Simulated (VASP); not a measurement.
# Al (Fm-3m) in VASP: further runs, part 2 of 2

VASP 6.6.1. The steps go on from the part before.

## (4) Relaxation of cell and atoms, rev-vdW-DF2

INCAR

```
SYSTEM = Al
PREC = Accurate
ENCUT = 600
EDIFF = 1E-7
ISMEAR = -1
SIGMA = 0.05
LREAL = .FALSE.
LASPH = .TRUE.
NELM = 60
ALGO = Normal
ISIF = 3
LWAVE = .FALSE.
LCHARG = .FALSE.
GGA = MK
LUSE_VDW = .TRUE.
AGGAC = 0.0
PARAM1 = 0.1234
PARAM2 = 0.711357
ZAB_VDW = -1.8867
IBRION = 2
NSW = 40
EDIFFG = -0.005
```

KPOINTS

```
Automatic mesh
0
G
  11 11 11
  0 0 0
```

POSCAR

```
Al
1.0
    0.0000000000      2.0248050000      2.0248050000
    2.0248050000      0.0000000000      2.0248050000
    2.0248050000      2.0248050000      0.0000000000
Al
1
Direct
    0.0000000000      0.0000000000      0.0000000000
```

Potentials or basis: VASP PAW PBE potentials, release 64 (Al).

Command:

```console
$ cat potpaw_PBE.64/Al/POTCAR > POTCAR
$ mpirun -np 1 vasp_std > vasp.out
```

OUTCAR:

```text
SYSTEM = Al
   PREC = Accurate
   ENCUT = 600
   EDIFF = 1E-7
   ISMEAR = -1
   LREAL = .FALSE.
   LASPH = .TRUE.
   NELM = 60
   ISIF = 3
   GGA = MK
   IBRION = 2
   NSW = 40
   EDIFFG = -0.005

 ion  position               nearest neighbor table
   1  0.000  0.000  0.000-

  LATTYP: Found a face centered cubic cell.
 ALAT       =     4.0496100000

  Lattice vectors:

 A1 = (   0.0000000000,   2.0248050000,   2.0248050000)
 A2 = (   2.0248050000,   0.0000000000,   2.0248050000)
 A3 = (   2.0248050000,   2.0248050000,   0.0000000000)

Analysis of symmetry for initial positions (statically):
=====================================================================
 Subroutine PRICEL returns:
 Original cell was already a primitive cell.

 Routine SETGRP: Setting up the symmetry group for a
 face centered cubic supercell.

 Subroutine GETGRP returns: Found 48 space group operations
 (whereof 48 operations were pure point group operations)
 out of a pool of 48 trial point group operations.

The static configuration has the point symmetry O_h .

Analysis of symmetry for dynamics (positions and initial velocities):
=====================================================================
 Subroutine PRICEL returns:
 Original cell was already a primitive cell.

 Routine SETGRP: Setting up the symmetry group for a
 face centered cubic supercell.

 Subroutine GETGRP returns: Found 48 space group operations
 (whereof 48 operations were pure point group operations)
 out of a pool of 48 trial point group operations.

The dynamic configuration has the point symmetry O_h .

 Subroutine INISYM returns: Found 48 space group operations
 (whereof 48 operations are pure point group operations),
 and found     1 'primitive' translations

----------------------------------------------------------------------------------------

                                     Primitive cell
[... 118 lines left out ...]
   BPARAM     = 6.3000
   IVDW    =     0    specifies the selected vdW correction
   LEPSILON=     F    determine dielectric tensor
   LRPA    =     F    only Hartree local field effects (RPA)
 conjugate gradient relaxation of ions
 non-spin polarized calculation
  energy-cutoff  :      600.00
  volume of cell :       16.60
 maximum number of plane-waves:       564
   NGX = 11   NGY = 11   NGZ = 11

--------------------------------------- Ionic step        1  -------------------------------------------

 number of electron       3.0000000 magnetization

 Free energy of the ion-electron system (eV)
  ---------------------------------------------------
  ext. energy  EPLUGINS =         0.00000000
  ---------------------------------------------------
  free energy    TOTEN  =        -2.64191780 eV

  energy without entropy =       -2.63788437  energy(sigma->0) =       -2.63990108

------------------------ aborting loop because EDIFF is reached ----------------------------------------

  FORCE on cell =-STRESS in cart. coord.  units (eV):
  Direction    XX          YY          ZZ          XY          YZ          ZX
  --------------------------------------------------------------------------------------
  -------------------------------------------------------------------------------------
  Total       -0.0609453     -0.0609453     -0.0609453      0.0000000      0.0000000     -0.0000000
  in kB       -5.8812709     -5.8812709     -5.8812709      0.0000000      0.0000000     -0.0000000
  external PRESSURE =      -5.8812709 kB  Pullay stress =       0.0000000 kB
[... 61 lines left out ...]
--------------------------------------- Ionic step        3  -------------------------------------------

 number of electron       3.0000000 magnetization

 Free energy of the ion-electron system (eV)
  ---------------------------------------------------
  ext. energy  EPLUGINS =         0.00000000
  ---------------------------------------------------
  free energy    TOTEN  =        -2.64215656 eV

  energy without entropy =       -2.63812270  energy(sigma->0) =       -2.64013963

 E-fermi :   7.9975     XC(G=0): -10.2192

 val. band max:        7.7761927267   @ k =  -0.4545   0.4545   0.0909
 cond. band min:       8.0012337095   @ k =  -0.4545   0.3636   0.0000
 fundamental gap:      0.2250409828
 Fermi energy:         7.9975074022

 k-point     1 :       0.0000    0.0000    0.0000
  band No.  band energies     occupation
      1      -3.1506      2.00000
      2      20.5884      0.00000
      3      20.5884      0.00000
      4      20.5884      0.00000
      5      22.0469      0.00000
[... 177 lines left out ...]
 k-point    24 :      -0.1818    0.1818    0.0000
  band No.  band energies     occupation
      1      -0.7735      2.00000
      2      11.7993      0.00000
      3      13.2595      0.00000
      4      19.8207      0.00000
      5      21.8795      0.00000

 [... further k-points ...]

------------------------ aborting loop because EDIFF is reached ----------------------------------------

  FORCE on cell =-STRESS in cart. coord.  units (eV):
  Direction    XX          YY          ZZ          XY          YZ          ZX
  --------------------------------------------------------------------------------------
  -------------------------------------------------------------------------------------
  Total        0.0001175      0.0001175      0.0001175     -0.0000000      0.0000000     -0.0000000
  in kB        0.0114274      0.0114274      0.0114274     -0.0000000      0.0000000     -0.0000000
  external PRESSURE =       0.0114274 kB  Pullay stress =       0.0000000 kB
[... 20 lines left out ...]
  energy  without entropy=       -2.6381227012  energy(sigma->0) =       -2.64013963

Total vdW correction in eV:      0.4638317

 reached required accuracy - stopping structural energy minimisation
```

CONTCAR:

```text
Al
   1.00000000000000
     0.0000000000000000    2.0195608425857650    2.0195608425857650
     2.0195608425857650    0.0000000000000000    2.0195608425857650
     2.0195608425857650    2.0195608425857650    0.0000000000000000
  Al
     1
Direct
     0.0000000000000000    0.0000000000000000    0.0000000000000000

  0.00000000E+00  0.00000000E+00  0.00000000E+00
```

Wall time 41 s (1 thread of Intel Xeon Platinum 8375C at 2.90GHz (Ice Lake), shared host); peak memory 0.25 GiB.

Results:

| Item | Value |
| --- | --- |
| Free energy | -2.6422 eV |
| Relaxed volume | 16.47 Å³/atom |
| Relaxed cell | a = 2.856 Å, b = 2.856 Å, c = 2.856 Å, α = 60.00°, β = 60.00°, γ = 60.00° |
| Space group after relaxing (to 0.05 Å) | Fm-3m (No. 225) |
| Energy gained by relaxing | 0.2 meV/atom |
| Ionic steps | 3 |
| Pressure after relaxing | 0.0 GPa |
| Band gap on the k mesh | none (metal or under the smearing width) |

Step by step:
```
step  energy change (eV)  largest force (eV/Å)  pressure (GPa)  volume (Å³)
   1              0.0000                0.0000           -0.59        16.60
   2             -0.0002                0.0000            0.08        16.46
   3             -0.0002                0.0000            0.00        16.47
```

Final structure:
```
Al
1.0
     0.00000    2.01956    2.01956
     2.01956    0.00000    2.01956
     2.01956    2.01956    0.00000
Al
1
Direct
  0.00000 0.00000 0.00000
```

Levels at points of the mesh, in eV from the Fermi level:
| k point | band 1 | band 2 | band 3 | band 4 | band 5 |
| --- | --- | --- | --- | --- | --- |
| (0.00, 0.00, 0.00) | -11.15 | 12.59 | 12.59 | 12.59 | 14.05 |

Caveat: the PAW data sets were made with another functional, which shifts forces and pressure a little.

## (5) For comparison

An earlier run on the cell as given: functional PBE; potentials or basis VASP PAW PBE potentials, release 64 (Al); cutoff 520 eV; k mesh 11 × 11 × 11; occupations fermi-dirac, width 0.05 eV; no spin polarisation.

- Pressure: -0.5 GPa
- Band gap on the k mesh: none (metal or under the smearing width)

## (6) Summary

```csv
task,level,cell,cutoff (eV),gap on the mesh (eV),pressure (GPa),relaxed volume (Å³/atom)
relaxation of cell and atoms,vdW-DF2,relaxed,600,none,0.0,17.04
relaxation of cell and atoms,optB86b-vdW,relaxed,600,none,0.0,16.44
relaxation of cell and atoms,rev-vdW-DF2,relaxed,600,none,0.0,16.47
single point,PBE,as given,520,none,-0.5,-
```

Alike in all rows: potentials or basis VASP PAW PBE potentials, release 64 (Al); no spin polarisation; k mesh 11 × 11 × 11; smearing fermi-dirac 0.05 eV.

Caveats: the PAW data sets were made with another functional, which shifts forces and pressure a little (some runs).

Absolute energies hang on the potentials; compare differences alone.

## (7) Against experiment

Step 2. The cell as given is a measured one (16.60 Å³/atom); vdW-DF2 puts the equilibrium volume +2.7 % from it, thermal expansion not counted.

Step 3. The cell as given is a measured one (16.60 Å³/atom); optB86b-vdW puts the equilibrium volume -1.0 % from it, thermal expansion not counted.

Step 4. The cell as given is a measured one (16.60 Å³/atom); rev-vdW-DF2 puts the equilibrium volume -0.8 % from it, thermal expansion not counted.
